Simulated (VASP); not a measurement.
# GaP under changes of volume

One of the cells (21.446 Å³/atom); the others are scaled copies at fixed shape and fractional positions:

```xyz
4
Lattice="1.9559 1.1292 6.4734 -1.9559 1.1292 6.4734 0.0000 -2.2585 6.4734" Properties=species:S:1:pos:R:3 pbc="T T T"
Ga    0.0000    0.0000   10.9652
Ga    0.0000    0.0000    8.4550
P     0.0000    0.0000   18.3057
P     0.0000    0.0000    1.1145
```

Measurements of this composition are mostly on another form, of space group No. 216.

* Program: VASP 6.6.1
* Functional: PBE
* Potentials or basis: VASP PAW PBE potentials, release 64 (Ga_d, P)
* Cutoff: 520 eV
* k mesh: 8 × 8 × 8
* Occupations: fermi-dirac, width 0.05 eV
* Spin: no spin polarisation

```tsv
volume (Å³/atom)	energy over the lowest point (meV/atom)	pressure (GPa)	gap on the mesh (eV)	largest force (eV/Å)
19.764	?	?	?	?
20.185	6.42	3.2	0.84	0.121
20.605	0.27	1.5	0.84	0.080
21.446	0.00	-1.3	0.83	0.035
21.867	5.06	-2.5	0.81	0.079
22.287	13.09	-3.6	0.79	0.119
```

What does the run at 19.764 Å³/atom give?

Energy over the lowest point 17.23 meV/atom; pressure 5.1 GPa; gap on the mesh 0.83 eV; largest force 0.182 eV/Å.

Worked out: A Birch-Murnaghan fit of order 3 (a polynomial in V^(-2/3)) to the other rows has its minimum at 21.03 Å³/atom with B0 = V·E''(V) = 71 GPa and B' = 4.6 at fixed shape and positions, which overstates the stiffness. It gives 17.24 meV/atom at 19.764 Å³/atom, against the run's 17.23, and -dE/dV = 5.1 GPa, against 5.1. A parabola through the other rows of the gap, of slope 0.639 eV per unit of ln V there, extrapolates to 0.83 eV, against the run's 0.83.

Energies are extrapolated to zero smearing.

A mesh can miss the band edges. Spin-orbit coupling on Ga is left out.
